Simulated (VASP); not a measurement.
# TiNi (Pm-3m) in VASP: further runs

The runs below take TiNi through single point, with LDA.

Program: VASP 6.6.1. These are calculated values, not measurements. Logs are shortened: lines on timing, memory, paths and dates and some standing lists are left out, and cuts for length are marked.

## Step 1: Starting point

It takes space group Pm-3m (No. 221, cubic). Conventional cell: a = 2.988 Å, b = 2.988 Å, c = 2.988 Å, α = 90.00°, β = 90.00°, γ = 90.00°. Ti (site symmetry m-3m) is surrounded by 8 Ni at 2.59 Å. Around Ni (site symmetry m-3m) lie 8 Ti at 2.59 Å.

The cell comes from a database or a generator and needn't be the stable form of this composition.

## Step 2: Single point, LDA, collinear spin, typed start

The input, INCAR:

```
ALGO = Normal
EDIFF = 1E-6
ENCUT = 520
GGA = CA
ISIF = 2
ISMEAR = -1
ISPIN = 2
LASPH = T
LCHARG = F
LMAXMIX = 4
LORBIT = 11
LREAL = F
LWAVE = F
MAGMOM = 0 1.5
NBANDS = 22
NELM = 150
PREC = Accurate
SIGMA = 0.05
```

The input, KPOINTS:

```
k-points
0
Gamma
  9 9 9
```

The input, POSCAR:

```
TiNi
1.0
    2.9880700000      0.0000000000      0.0000000000
    0.0000000000      2.9880700000      0.0000000000
    0.0000000000      0.0000000000      2.9880700000
Ti Ni
1 1
Direct
    0.5000000000      0.5000000000      0.5000000000
    0.0000000000      0.0000000000      0.0000000000
```

Potentials or basis: VASP PAW LDA potentials, release 64 (Ti_sv, Ni).

Launch:

```
$ cat potpaw_LDA.64/Ti_sv/POTCAR potpaw_LDA.64/Ni/POTCAR > POTCAR
$ mpirun -np 1 vasp_std > vasp.out
```

OUTCAR:

```text
EDIFF = 1E-6
   ENCUT = 520
   GGA = CA
   ISIF = 2
   ISMEAR = -1
   ISPIN = 2
   LASPH = T
   LORBIT = 11
   LREAL = F
   NELM = 150
   PREC = Accurate

 ion  position               nearest neighbor table
   1  0.500  0.500  0.500-   2 2.59   2 2.59   2 2.59   2 2.59   2 2.59   2 2.59   2 2.59   2 2.59

   2  0.000  0.000  0.000-   1 2.59   1 2.59   1 2.59   1 2.59   1 2.59   1 2.59   1 2.59   1 2.59

  LATTYP: Found a simple cubic cell.
 ALAT       =     2.9880700000

  Lattice vectors:

 A1 = (   2.9880700000,   0.0000000000,   0.0000000000)
 A2 = (   0.0000000000,   2.9880700000,   0.0000000000)
 A3 = (   0.0000000000,   0.0000000000,   2.9880700000)

Analysis of symmetry for initial positions (statically):
=====================================================================
 Subroutine PRICEL returns:
 Original cell was already a primitive cell.

 Routine SETGRP: Setting up the symmetry group for a
 simple cubic supercell.

 Subroutine GETGRP returns: Found 48 space group operations
 (whereof 48 operations were pure point group operations)
 out of a pool of 48 trial point group operations.

The static configuration has the point symmetry O_h .

Analysis of symmetry for dynamics (positions and initial velocities):
=====================================================================
 Subroutine PRICEL returns:
 Original cell was already a primitive cell.

 Routine SETGRP: Setting up the symmetry group for a
 simple cubic supercell.

 Subroutine GETGRP returns: Found 48 space group operations
 (whereof 48 operations were pure point group operations)
 out of a pool of 48 trial point group operations.

The dynamic configuration has the point symmetry O_h .

Analysis of structural, dynamic, and magnetic symmetry:
=====================================================================
 Subroutine PRICEL returns:
 Original cell was already a primitive cell.

 Routine SETGRP: Setting up the symmetry group for a
 simple cubic supercell.

 Subroutine GETGRP returns: Found 48 space group operations
 (whereof 48 operations were pure point group operations)
 out of a pool of 48 trial point group operations.

The overall configuration has the point symmetry O_h .

 Subroutine INISYM returns: Found 48 space group operations
 (whereof 48 operations are pure point group operations),
 and found     1 'primitive' translations

----------------------------------------------------------------------------------------

                                     Primitive cell

  volume of cell :      26.6792

  direct lattice vectors                    reciprocal lattice vectors
     2.988070000  0.000000000  0.000000000     0.334664181  0.000000000  0.000000000
     0.000000000  2.988070000  0.000000000     0.000000000  0.334664181  0.000000000
     0.000000000  0.000000000  2.988070000     0.000000000  0.000000000  0.334664181

  length of vectors
     2.988070000  2.988070000  2.988070000     0.334664181  0.334664181  0.334664181

  position of ions in fractional coordinates (direct lattice)
     0.500000000  0.500000000  0.500000000
     0.000000000  0.000000000  0.000000000

  ion indices of the primitive-cell ions
   primitive index   ion index
                 1           1
                 2           2

----------------------------------------------------------------------------------------

 KPOINTS: k-points

Automatic generation of k-mesh.
 Grid dimensions read from file:
 generate k-points for:    9    9    9

 Generating k-lattice:

  Cartesian coordinates                     Fractional coordinates (reciprocal lattice)
     0.037184909  0.000000000  0.000000000     0.111111111  0.000000000  0.000000000
     0.000000000  0.037184909  0.000000000     0.000000000  0.111111111  0.000000000
     0.000000000  0.000000000  0.037184909     0.000000000  0.000000000  0.111111111

  Length of vectors
     0.037184909  0.037184909  0.037184909

  Shift w.r.t. Gamma in fractional coordinates (k-lattice)
     0.000000000  0.000000000  0.000000000

 Subroutine IBZKPT returns following result:
 ===========================================

 Found     35 irreducible k-points:

 Following reciprocal coordinates:
            Coordinates               Weight
  0.000000  0.000000  0.000000      1.000000
  0.111111  0.000000  0.000000      6.000000
  0.222222  0.000000  0.000000      6.000000
  0.333333  0.000000  0.000000      6.000000
  0.444444  0.000000  0.000000      6.000000
  0.111111  0.111111  0.000000     12.000000
[... 16 lines left out ...]
  0.333333  0.333333  0.111111     24.000000
  0.444444  0.333333  0.111111     48.000000
 [... further k-points ...]
   k-points           NKPTS =     35   k-points in BZ     NKDIM =     35   number of bands    NBANDS=     22
   number of dos      NEDOS =    301   number of ions     NIONS =      2
   total plane-waves  NPLWV =  13824
   dimension x,y,z NGX =    24 NGY =   24 NGZ =   24
   dimension x,y,z NGXF=    48 NGYF=   48 NGZF=   48
   ions per type =               1   1
   NGX,Y,Z   is equivalent  to a cutoff of  13.35, 13.35, 13.35 a.u.
   NGXF,Y,Z  is equivalent  to a cutoff of  26.71, 26.71, 26.71 a.u.
 SYSTEM =  unknown system
   PREC   = accura    normal or accurate (medium, high low for compatibility)
   ISTART =      0    job   : 0-new  1-cont  2-samecut
   ICHARG =      2    charge: 1-file 2-atom 10-const
   ISPIN  =      2    spin polarized calculation?
   LNONCOLLINEAR =      F non collinear calculations
   LSORBIT =      F    spin-orbit coupling
   LASPH  =      T    aspherical Exc in radial PAW
   ENCUT  =  520.0 eV  38.22 Ry    6.18 a.u.   5.56  5.56  5.56*2*pi/ulx,y,z
   NELM   =    150;   NELMIN=  2; NELMDL= -5     # of ELM steps
   EDIFF  = 0.1E-05   stopping-criterion for ELM
   LREAL  =      F    real-space projection
   EDIFFG = 0.1E-04   stopping-criterion for IOM
   NSW    =      0    number of steps for IOM
   IBRION =     -1    ionic relax: 0-MD 1-quasi-New 2-CG
   NFREE  =      0    steps in history (QN), initial steepest desc. (CG)
   ISIF   =      2    stress and relaxation
   ISYM   =      2    0-nonsym 1-usesym 2-fastsym
   POTIM  = 0.5000    time-step for ionic-motion
   TEBEG  =    0.0;   TEEND  =   0.0 temperature during run
   PSTRESS=    0.0 pullay stress
   NELECT =      22.0000    total number of electrons
   NUPDOWN=      -1.0000    fix difference up-down
   EMIN   =  10.00;   EMAX   =-10.00  energy-range for DOS
   EFERMI =   0.00;   METHOD = LEGACY
   ISMEAR =    -1;   SIGMA  =   0.05  broadening in eV -4-tet -1-fermi 0-gaus
   EFERMI_NEDOS =   21; number of points for ismear=-14 and -15
   IALGO  =     38    algorithm
   IMIX   =      4    mixing-type and parameters
     AMIX     =   0.40;   BMIX     =  1.00
     AMIX_MAG =   1.60;   BMIX_MAG =  1.00
  volume/ion in A,a.u.               =      13.34        90.02
  Fermi-wavevector in a.u.,A,eV,Ry     =   1.535176  2.901063 32.065757  2.356767
  Thomas-Fermi vector in A             =   2.642001
   LORBIT       =     11    0 simple, 1 ext, 2 COOP (PROOUT), +10 PAW based schemes
   GGA     = CA    functional components
   LHFCALC =     F    Hartree Fock is set to
   AEXX    =    0.0000 exact exchange contribution
   IVDW    =     0    specifies the selected vdW correction
   LEPSILON=     F    determine dielectric tensor
   LRPA    =     F    only Hartree local field effects (RPA)
 spin polarized calculation
  energy-cutoff  :      520.00
  volume of cell :       26.68
 maximum number of plane-waves:       739
 NGX is ok and might be reduce to    24
   NGX = 11   NGY = 11   NGZ = 11

 number of electron      21.9999986 magnetization       0.0260509

 number of electron      21.9999986 magnetization      -0.0010507

 Free energy of the ion-electron system (eV)
  ---------------------------------------------------
  ext. energy  EPLUGINS =         0.00000000
  ---------------------------------------------------
  free energy    TOTEN  =       -15.85276868 eV

  energy without entropy =      -15.82321132  energy(sigma->0) =      -15.83799000

 E-fermi :   9.3761     XC(G=0): -12.8230

 val. band max:        9.3438914552   @ k =   0.3333   0.1111   0.1111
 cond. band min:       9.4006140787   @ k =   0.3333   0.2222   0.1111
 fundamental gap:      0.0567226234
 Fermi energy:         9.3760561898

 spin component 1

 k-point     1 :       0.0000    0.0000    0.0000
  band No.  band energies     occupation
      1     -47.0961      1.00000
      2     -23.5728      1.00000
      3     -23.5728      1.00000
      4     -23.5728      1.00000
      5       1.5976      1.00000
      6       5.4524      1.00000
[... 14 lines left out ...]
     21      27.9125      0.00000
     22      30.4963      0.00000
[... 552 lines left out ...]
  band No.  band energies     occupation
      1     -47.0374      1.00000
      2     -23.8312      1.00000
      3     -23.7598      1.00000
      4     -23.5621      1.00000
      5       5.1516      1.00000
      6       5.7251      1.00000
[... 14 lines left out ...]
     21      25.8990      0.00000
     22      29.0870      0.00000

 [... further k-points ...]

 spin component 2

 k-point     1 :       0.0000    0.0000    0.0000
  band No.  band energies     occupation
      1     -47.0963      1.00000
      2     -23.5730      1.00000
      3     -23.5730      1.00000
      4     -23.5730      1.00000
      5       1.5975      1.00000
      6       5.4519      1.00000
[... 14 lines left out ...]
     21      27.9123      0.00000
     22      30.4962      0.00000
[... 552 lines left out ...]
  band No.  band energies     occupation
      1     -47.0376      1.00000
      2     -23.8314      1.00000
      3     -23.7600      1.00000
      4     -23.5623      1.00000
      5       5.1514      1.00000
      6       5.7247      1.00000
[... 14 lines left out ...]
     21      25.8989      0.00000
     22      29.0868      0.00000

 [... further k-points ...]

------------------------ aborting loop because EDIFF is reached ----------------------------------------

  FORCE on cell =-STRESS in cart. coord.  units (eV):
  Direction    XX          YY          ZZ          XY          YZ          ZX
  --------------------------------------------------------------------------------------
  -------------------------------------------------------------------------------------
  Total       -1.4658144     -1.4658144     -1.4658144     -0.0000000     -0.0000000     -0.0000000
  in kB      -88.0272767    -88.0272767    -88.0272767     -0.0000000     -0.0000000     -0.0000000
  external PRESSURE =     -88.0272767 kB  Pullay stress =       0.0000000 kB

 VOLUME and BASIS-vectors are now :
 -----------------------------------------------------------------------------
  energy-cutoff  :      520.00
  volume of cell :       26.68
      direct lattice vectors                 reciprocal lattice vectors
     2.988070000  0.000000000  0.000000000     0.334664181  0.000000000  0.000000000
     0.000000000  2.988070000  0.000000000     0.000000000  0.334664181  0.000000000
     0.000000000  0.000000000  2.988070000     0.000000000  0.000000000  0.334664181

 POSITION                                       TOTAL-FORCE (eV/Angst)
 -----------------------------------------------------------------------------------
      1.49404      1.49404      1.49404         0.000000      0.000000      0.000000
      0.00000      0.00000      0.00000         0.000000      0.000000      0.000000
 -----------------------------------------------------------------------------------
    total drift:                                0.000000      0.000000     -0.000000

  FREE ENERGIE OF THE ION-ELECTRON SYSTEM (eV)
  ---------------------------------------------------
  free  energy   TOTEN  =       -15.8527686762 eV

  energy  without entropy=      -15.8232113248  energy(sigma->0) =      -15.83799000

 total charge

# of ion       s       p       d       tot
------------------------------------------
    1        2.242   6.161   1.882  10.285
    2        0.586   0.474   8.336   9.397
--------------------------------------------------
tot          2.828   6.635  10.218  19.681

 magnetization (x)

# of ion       s       p       d       tot
------------------------------------------
    1       -0.000  -0.000  -0.000  -0.000
    2       -0.000  -0.000  -0.000  -0.000
--------------------------------------------------
tot         -0.000  -0.000  -0.001  -0.001
```

Run time: 24 s. Hardware: 1 thread of AMD EPYC 9R45 (Zen 5), shared host; peak memory 0.12 GiB.

Results:

```yaml
Free_energy: -15.8528 eV
Pressure: -8.8 GPa
Band_gap_on_the_k_mesh: none (metal or under the smearing width)
Net_moment: 0.00 μB per cell
Valence_electrons_inside_the_program's_atomic_spheres: Ti 10.29; Ni 9.40
```

Levels at points of the mesh, in eV from the Fermi level:
Spin up:
```csv
k point,band 8,band 9,band 10,band 11,band 12,band 13,band 14,band 15
"(0.00, 0.00, 0.00)",-2.04,-2.04,-2.04,0.42,0.42,2.58,2.58,2.58
```
Spin down:
```csv
k point,band 8,band 9,band 10,band 11,band 12,band 13,band 14,band 15
"(0.00, 0.00, 0.00)",-2.04,-2.04,-2.04,0.42,0.42,2.58,2.58,2.58
```

Caveat: the starting moments collapsed, and a magnetic state may lie lower.

## Step 3: Single point, LDA, collinear spin, typed start

This run uses another cell than the first one, of 12.98 Å³/atom, 0.973 times its volume.

The input, INCAR:

```
SYSTEM = TiNi
PREC = Accurate
ENCUT = 520
EDIFF = 1E-7
ISMEAR = -1
SIGMA = 0.05
LREAL = .FALSE.
LASPH = .TRUE.
NELM = 150
ALGO = Normal
ISIF = 2
LWAVE = .FALSE.
LCHARG = .FALSE.
ISPIN = 2
MAGMOM = 0 1.5
LORBIT = 11
LMAXMIX = 4
NBANDS = 22
```

The input, KPOINTS:

```
Automatic mesh
0
G
  9 9 9
  0 0 0
```

The input, POSCAR:

```
TiNi
1.0
    2.9612697222      0.0000000000      0.0000000000
    0.0000000000      2.9612697222      0.0000000000
    0.0000000000      0.0000000000      2.9612697222
Ti Ni
1 1
Direct
    0.5000000000      0.5000000000      0.5000000000
    0.0000000000      0.0000000000      0.0000000000
```

Potentials or basis: VASP PAW LDA potentials, release 64 (Ti_sv, Ni).

Launch:

```
$ cat potpaw_LDA.64/Ti_sv/POTCAR potpaw_LDA.64/Ni/POTCAR > POTCAR
$ mpirun -np 1 vasp_std > vasp.out
```

Wall time 30 s (1 thread of AMD EPYC 9R45 (Zen 5), shared host); peak memory 0.12 GiB.

It converged, with:

* Free energy: -15.8815 eV
* Pressure: -4.3 GPa
* Band gap on the k mesh: none (metal or under the smearing width)
* Net moment: 0.00 μB per cell
* Valence electrons inside the program's atomic spheres: Ti 10.32; Ni 9.44

Levels at points of the mesh, in eV from the Fermi level:
Spin up:
```tsv
k point	band 7	band 8	band 9	band 10	band 11	band 12	band 13	band 14	band 15	band 16
(0.00, 0.00, 0.00)	-4.08	-2.11	-2.11	-2.11	0.42	0.42	2.67	2.67	2.67	8.85
```
Spin down:
```
           k point  band 8  band 9  band 10  band 11  band 12  band 13  band 14  band 15
(0.00, 0.00, 0.00)   -2.11   -2.11    -2.11     0.42     0.42     2.67     2.67     2.67
```

Caveat: the starting moments collapsed, and a magnetic state may lie lower.
